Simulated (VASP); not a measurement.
# Li15S8 (a cell with a defect) in VASP: a series of runs

One crystal, Li15S8 (a cell with a defect), is run at these levels: PBE; tasks: single point.

Program: VASP 6.6.1. These are calculated values, not measurements. Logs are shortened: lines on timing, memory, paths and dates and some standing lists are left out, and cuts for length are marked.

### Step 1. The structure

The cell holds a defect, 23 atoms: a = 8.069 Å, b = 8.069 Å, c = 8.069 Å, α = 60.00°, β = 60.00°, γ = 60.00°.

### Step 2. Single point, PBE (Li on a Li site beside a Li vacancy, charge -1, atoms relaxed)

INCAR reads:

```
SYSTEM = Li15S8
ALGO     = Normal         ! electronic algorithm
EDIFF    = 1E-7           ! SCF threshold, eV
ENCUT    = 520            ! plane-wave cutoff, eV
GGA      = PE             ! functional
ISIF     = 2              ! what is computed and relaxed
ISMEAR   = 0              ! smearing method
LASPH    = .True.         ! aspherical terms in the spheres
LCHARG   = .False.        ! write CHGCAR
LREAL    = Auto         
LWAVE    = .False.        ! write WAVECAR
NBANDS   = 64             ! bands
NELECT   = 94.0         
NELM     = 100            ! most SCF steps
PREC     = Accurate       ! precision mode
SIGMA    = 0.02           ! smearing width, eV
```

KPOINTS reads:

```
k-points
0
Gamma
  2 2 2
  0 0 0
```

POSCAR reads:

```
Li15S8
1.0
    0.0000000000      5.7056319347     -5.7056319347
    5.7056319347      5.7056319347      0.0000000000
    5.7056319347      0.0000000000     -5.7056319347
Li S
15 8
Direct
    0.3610934520      0.3889065480      0.3610934520
    0.3750000000      0.8750000000      0.3750000000
    0.8889065480      0.3889065480      0.3610934520
    0.8889065480      0.8610934520      0.3610934520
    0.3610934520      0.3889065480      0.8889065480
    0.3610934520      0.8610934520      0.8889065480
    0.8750000000      0.3750000000      0.8750000000
    0.8889065480      0.8610934520      0.8889065480
    0.1213759068      0.1286240932      0.1213759068
    0.6286240932      0.1286240932      0.1213759068
    0.6286240932      0.6213759068      0.1213759068
    0.1213759068      0.1286240932      0.6286240932
    0.1213759068      0.6213759068      0.6286240932
    0.6250000000      0.1250000000      0.6250000000
    0.6286240932      0.6213759068      0.6286240932
   -0.0036131328      0.4963868672      0.5108393984
    0.0008689335     -0.0002896445      0.4997103555
    0.4997103555      0.5008689335      0.4997103555
    0.4997103555     -0.0002896445      0.4997103555
   -0.0036131328      0.4963868672      0.9963868672
   -0.0036131328      0.0108393984      0.9963868672
    0.5108393984      0.4963868672      0.9963868672
    0.4997103555     -0.0002896445      1.0008689335
```

Potentials or basis: VASP PAW PBE potentials, release 64 (Li_sv, S).

Started as:

```sh
$ cat potpaw_PBE.64/Li_sv/POTCAR potpaw_PBE.64/S/POTCAR > POTCAR
$ mpirun -np 1 vasp_std > vasp.out
```

OUTCAR:

```text
SYSTEM = Li15S8
   EDIFF = 1E-7
   ENCUT = 520
   GGA = PE
   ISIF = 2
   ISMEAR = 0
   LASPH = .True.
   LREAL = Auto
   NELECT = 94.0
   NELM = 100
   PREC = Accurate

 ion  position               nearest neighbor table
   1  0.361  0.389  0.361-  16 2.41  22 2.41  19 2.57  18 2.57
   2  0.375  0.875  0.375-  17 2.46  18 2.46  23 2.46  19 2.46
   3  0.889  0.389  0.361-  20 2.41  16 2.41  18 2.57  17 2.57
   4  0.889  0.861  0.361-  16 2.41  21 2.41  19 2.57  17 2.57
   5  0.361  0.389  0.889-  20 2.41  22 2.41  18 2.57  23 2.57
   6  0.361  0.861  0.889-  21 2.41  22 2.41  19 2.57  23 2.57
   7  0.875  0.375  0.875-  16 2.40  21 2.40  22 2.40  20 2.40
   8  0.889  0.861  0.889-  20 2.41  21 2.41  17 2.57  23 2.57
   9  0.121  0.129  0.121-  21 2.42  20 2.42  17 2.49  23 2.49
  10  0.629  0.129  0.121-  21 2.42  22 2.42  19 2.49  23 2.49
  11  0.629  0.621  0.121-  22 2.42  20 2.42  18 2.49  23 2.49
  12  0.121  0.129  0.629-  16 2.42  21 2.42  19 2.49  17 2.49
  13  0.121  0.621  0.629-  16 2.42  20 2.42  18 2.49  17 2.49
  14  0.625  0.125  0.625-  17 2.48  18 2.48  19 2.48  23 2.48
  15  0.629  0.621  0.629-  16 2.42  22 2.42  19 2.49  18 2.49
  16  0.996  0.496  0.511-   7 2.40   4 2.41   1 2.41   3 2.41  13 2.42  12 2.42  15 2.42
  17  0.001  1.000  0.500-   2 2.46  14 2.48  12 2.49  13 2.49   9 2.49   4 2.57   8 2.57   3 2.57

  18  0.500  0.501  0.500-   2 2.46  14 2.48  13 2.49  11 2.49  15 2.49   3 2.57   5 2.57   1 2.57

  19  0.500  1.000  0.500-   2 2.46  14 2.48  12 2.49  10 2.49  15 2.49   4 2.57   6 2.57   1 2.57

  20  0.996  0.496  0.996-   7 2.40   5 2.41   3 2.41   8 2.41   9 2.42  11 2.42  13 2.42
  21  0.996  0.011  0.996-   7 2.40   6 2.41   4 2.41   8 2.41   9 2.42  10 2.42  12 2.42
  22  0.511  0.496  0.996-   7 2.40   6 2.41   1 2.41   5 2.41  11 2.42  10 2.42  15 2.42
  23  0.500  1.000  0.001-   2 2.46  14 2.48  10 2.49  11 2.49   9 2.49   6 2.57   8 2.57   5 2.57

  LATTYP: Found a face centered cubic cell.
 ALAT       =    11.4112638694

  Lattice vectors:

 A1 = (   0.0000000000,   5.7056319347,  -5.7056319347)
 A2 = (   5.7056319347,   5.7056319347,   0.0000000000)
 A3 = (   5.7056319347,   0.0000000000,  -5.7056319347)

Analysis of symmetry for initial positions (statically):
=====================================================================
 Subroutine PRICEL returns:
 Original cell was already a primitive cell.

 Routine SETGRP: Setting up the symmetry group for a
 face centered cubic supercell.

 Subroutine GETGRP returns: Found 24 space group operations
 (whereof  6 operations were pure point group operations)
 out of a pool of 48 trial point group operations.

The static configuration has the point symmetry C_3v.
 The point group associated with its full space group is T_d .

Analysis of symmetry for dynamics (positions and initial velocities):
=====================================================================
 Subroutine PRICEL returns:
 Original cell was already a primitive cell.

 Routine SETGRP: Setting up the symmetry group for a
 face centered cubic supercell.

 Subroutine GETGRP returns: Found 24 space group operations
 (whereof  6 operations were pure point group operations)
 out of a pool of 48 trial point group operations.

The dynamic configuration has the point symmetry C_3v.
 The point group associated with its full space group is T_d .

 Subroutine INISYM returns: Found 24 space group operations
 (whereof  6 operations are pure point group operations),
 and found     1 'primitive' translations

----------------------------------------------------------------------------------------

                                     Primitive cell

  volume of cell :     371.4850

  direct lattice vectors                    reciprocal lattice vectors
     0.000000000  5.705631935 -5.705631935    -0.087632712  0.087632712 -0.087632712
     5.705631935  5.705631935  0.000000000     0.087632712  0.087632712  0.087632712
     5.705631935  0.000000000 -5.705631935     0.087632712 -0.087632712 -0.087632712

  length of vectors
     8.068982064  8.068982064  8.068982064     0.151784310  0.151784310  0.151784310

  position of ions in fractional coordinates (direct lattice)
     0.361093452  0.388906548  0.361093452
     0.375000000  0.875000000  0.375000000
     0.888906548  0.388906548  0.361093452
     0.888906548  0.861093452  0.361093452
     0.361093452  0.388906548  0.888906548
     0.361093452  0.861093452  0.888906548
[... 15 lines left out ...]
     0.510839398  0.496386867  0.996386867
     0.499710355  0.999710355  0.000868934

  ion indices of the primitive-cell ions
   primitive index   ion index
                 1           1
                 2           2
                 3           3
                 4           4
                 5           5
                 6           6
[... 15 lines left out ...]
                22          22
                23          23

----------------------------------------------------------------------------------------

 KPOINTS: k-points

Automatic generation of k-mesh.
 Grid dimensions read from file:
 generate k-points for:    2    2    2

 Generating k-lattice:

  Cartesian coordinates                     Fractional coordinates (reciprocal lattice)
    -0.043816356  0.043816356 -0.043816356     0.500000000  0.000000000  0.000000000
     0.043816356  0.043816356  0.043816356     0.000000000  0.500000000  0.000000000
     0.043816356 -0.043816356 -0.043816356     0.000000000  0.000000000  0.500000000

  Length of vectors
     0.075892155  0.075892155  0.075892155

  Shift w.r.t. Gamma in fractional coordinates (k-lattice)
     0.000000000  0.000000000  0.000000000

 Subroutine IBZKPT returns following result:
 ===========================================

 Found      3 irreducible k-points:

 Following reciprocal coordinates:
            Coordinates               Weight
  0.000000  0.000000  0.000000      1.000000
  0.500000  0.000000  0.000000      4.000000
  0.500000  0.500000  0.000000      3.000000
   k-points           NKPTS =      3   k-points in BZ     NKDIM =      3   number of bands    NBANDS=     64
   number of dos      NEDOS =    301   number of ions     NIONS =     23
   total plane-waves  NPLWV = 216000
   dimension x,y,z NGX =    60 NGY =   60 NGZ =   60
   dimension x,y,z NGXF=   120 NGYF=  120 NGZF=  120
   ions per type =              15   8
   NGX,Y,Z   is equivalent  to a cutoff of  12.36, 12.36, 12.36 a.u.
   NGXF,Y,Z  is equivalent  to a cutoff of  24.72, 24.72, 24.72 a.u.
 SYSTEM =  Li15S8
   PREC   = accura    normal or accurate (medium, high low for compatibility)
   ISTART =      0    job   : 0-new  1-cont  2-samecut
   ICHARG =      2    charge: 1-file 2-atom 10-const
   ISPIN  =      1    spin polarized calculation?
   LNONCOLLINEAR =      F non collinear calculations
   LSORBIT =      F    spin-orbit coupling
   LASPH  =      T    aspherical Exc in radial PAW
   ENCUT  =  520.0 eV  38.22 Ry    6.18 a.u.  15.00 15.00 15.00*2*pi/ulx,y,z
   NELM   =    100;   NELMIN=  2; NELMDL= -5     # of ELM steps
   EDIFF  = 0.1E-06   stopping-criterion for ELM
   LREAL  =      T    real-space projection
   EDIFFG = 0.1E-05   stopping-criterion for IOM
   NSW    =      0    number of steps for IOM
   IBRION =     -1    ionic relax: 0-MD 1-quasi-New 2-CG
   NFREE  =      0    steps in history (QN), initial steepest desc. (CG)
   ISIF   =      2    stress and relaxation
   ISYM   =      2    0-nonsym 1-usesym 2-fastsym
   POTIM  = 0.5000    time-step for ionic-motion
   TEBEG  =    0.0;   TEEND  =   0.0 temperature during run
   PSTRESS=    0.0 pullay stress
   NELECT =      94.0000    total number of electrons
   NUPDOWN=      -1.0000    fix difference up-down
   EMIN   =  10.00;   EMAX   =-10.00  energy-range for DOS
   EFERMI =   0.00;   METHOD = LEGACY
   ISMEAR =     0;   SIGMA  =   0.02  broadening in eV -4-tet -1-fermi 0-gaus
   EFERMI_NEDOS =   21; number of points for ismear=-14 and -15
   IALGO  =     38    algorithm
   IMIX   =      4    mixing-type and parameters
     AMIX     =   0.40;   BMIX     =  1.00
     AMIX_MAG =   1.60;   BMIX_MAG =  1.00
  volume/ion in A,a.u.               =      16.15       109.00
  Fermi-wavevector in a.u.,A,eV,Ry     =   1.035469  1.956752 14.588108  1.072196
  Thomas-Fermi vector in A             =   2.169814
   LORBIT       =      0    0 simple, 1 ext, 2 COOP (PROOUT), +10 PAW based schemes
   GGA     = PE    functional components
   LHFCALC =     F    Hartree Fock is set to
   AEXX    =    0.0000 exact exchange contribution
   IVDW    =     0    specifies the selected vdW correction
   LEPSILON=     F    determine dielectric tensor
   LRPA    =     F    only Hartree local field effects (RPA)
 non-spin polarized calculation
 Gauss-broadening in eV      SIGMA  =   0.02
  energy-cutoff  :      520.00
  volume of cell :      371.48
 maximum number of plane-waves:     10086
 NGX is ok and might be reduce to    60
   NGX = 29   NGY = 29   NGZ = 29

 number of electron      94.0000010 magnetization

 Free energy of the ion-electron system (eV)
  ---------------------------------------------------
  ext. energy  EPLUGINS =         0.00000000
  ---------------------------------------------------
  free energy    TOTEN  =       -89.42301890 eV

  energy without entropy =      -89.42301890  energy(sigma->0) =      -89.42301890

 E-fermi :   1.5143     XC(G=0):  -8.4279

 val. band max:        1.3435312821   @ k =   0.0000   0.0000   0.0000
 cond. band min:       4.7035872922   @ k =   0.0000   0.0000   0.0000
 fundamental gap:      3.3600560101
 Fermi energy:         1.5143037928

 k-point     1 :       0.0000    0.0000    0.0000
  band No.  band energies     occupation
      1     -43.1110      2.00000
      2     -43.0905      2.00000
      3     -43.0654      2.00000
      4     -43.0631      2.00000
      5     -43.0631      2.00000
      6     -43.0628      2.00000
[... 51 lines left out ...]
     58       7.6453      0.00000
     59       7.7314      0.00000

 k-point     2 :       0.5000    0.0000    0.0000
  band No.  band energies     occupation
      1     -43.1110      2.00000
      2     -43.0905      2.00000
      3     -43.0646      2.00000
      4     -43.0637      2.00000
      5     -43.0631      2.00000
      6     -43.0631      2.00000
[... 51 lines left out ...]
     58       8.3028      0.00000
     59       8.3028      0.00000

 k-point     3 :       0.5000    0.5000    0.0000
  band No.  band energies     occupation
      1     -43.1110      2.00000
      2     -43.0905      2.00000
      3     -43.0643      2.00000
      4     -43.0642      2.00000
      5     -43.0635      2.00000
      6     -43.0635      2.00000
[... 51 lines left out ...]
     58       7.9850      0.00000
     59       7.9850      0.00000
 [bands above 59 left out]

------------------------ aborting loop because EDIFF is reached ----------------------------------------

  FORCE on cell =-STRESS in cart. coord.  units (eV):
  Direction    XX          YY          ZZ          XY          YZ          ZX
  --------------------------------------------------------------------------------------
  -------------------------------------------------------------------------------------
  Total        5.7802509      5.7802509      5.7802509      0.0000000      0.0000000     -0.0000000
  in kB       24.9296408     24.9296408     24.9296408      0.0000000      0.0000000     -0.0000000
  external PRESSURE =      24.9296408 kB  Pullay stress =       0.0000000 kB

 VOLUME and BASIS-vectors are now :
 -----------------------------------------------------------------------------
  energy-cutoff  :      520.00
  volume of cell :      371.48
      direct lattice vectors                 reciprocal lattice vectors
     0.000000000  5.705631935 -5.705631935    -0.087632712  0.087632712 -0.087632712
     5.705631935  5.705631935  0.000000000     0.087632712  0.087632712  0.087632712
     5.705631935  0.000000000 -5.705631935     0.087632712 -0.087632712 -0.087632712

 POSITION                                       TOTAL-FORCE (eV/Angst)
 -----------------------------------------------------------------------------------
      4.27922      4.27922     -4.12053        -0.000000      0.000000      0.008945
      7.13204      7.13204     -4.27922        -0.000000      0.000000      0.000000
      4.27922      7.29073     -7.13204        -0.000000      0.008945      0.000000
      6.97335      9.98486     -7.13204        -0.008945      0.000000      0.000000
      7.29073      4.27922     -7.13204         0.008945      0.000000      0.000000
      9.98486      6.97335     -7.13204        -0.000000     -0.008945      0.000000
[... 15 lines left out ...]
      8.51722      5.74686     -8.59968         0.005187     -0.005187      0.005187
      5.70894      8.55514     -2.85612         0.000392     -0.000392     -0.000392
 -----------------------------------------------------------------------------------
    total drift:                               -0.000000      0.000000      0.000000

  FREE ENERGIE OF THE ION-ELECTRON SYSTEM (eV)
  ---------------------------------------------------
  free  energy   TOTEN  =       -89.4230189006 eV

  energy  without entropy=      -89.4230189006  energy(sigma->0) =      -89.42301890
```

Run time: 4.8 min. Hardware: 1 thread of AMD EPYC 7R43 (Zen 3), shared host; peak memory 0.41 GiB.

Results:

```
Free energy            : -89.4230 eV
Largest force          : 0.009 eV/Å
Band gap on the k mesh : 3.36 eV, direct
```

Forces in eV/Å, atoms in the order of the input:
```
Li   0.000  0.000  0.009
Li   0.000  0.000  0.000
Li   0.000  0.009  0.000
Li  -0.009  0.000  0.000
Li   0.009  0.000  0.000
Li   0.000 -0.009  0.000
Li   0.000  0.000  0.000
Li   0.000  0.000 -0.009
Li   0.000  0.000 -0.007
Li   0.000 -0.007  0.000
Li   0.007  0.000  0.000
Li  -0.007  0.000  0.000
Li   0.000  0.007  0.000
Li   0.000  0.000  0.000
Li   0.000  0.000  0.007
S   -0.005  0.005  0.005
S    0.000  0.000  0.000
S    0.000  0.000  0.000
S    0.000  0.000  0.000
S    0.005  0.005 -0.005
S   -0.005 -0.005 -0.005
S    0.005 -0.005  0.005
S    0.000  0.000  0.000
```

Levels at points of the mesh, in eV from the valence-band top:
```tsv
k point	band 43	band 44	band 45	band 46	band 47	band 48	band 49	band 50	band 51	band 52
(0.00, 0.00, 0.00)	-0.43	-0.43	0.00	0.00	0.00	3.36	3.36	3.36	4.14	5.86
(0.50, 0.00, 0.00)	-0.88	-0.38	-0.38	-0.17	-0.17	4.75	4.75	4.77	4.94	5.03
(0.50, 0.50, 0.00)	-0.78	-0.68	-0.56	-0.36	-0.36	4.70	4.77	5.40	5.40	5.97
```

Caveat: the k mesh is coarse (spacing up to 0.48 Å⁻¹), so the values aren't converged; the cell carries a net charge on a neutralising background, which shifts energy and pressure; the cell is charged against a uniform background, so pressure and absolute levels hang on convention; the cutoff is under 1.25 times the usual one of these potentials, so pressure, stress and relaxed cells hold a basis-set (Pulay) error.

[end of part 1 of 3]
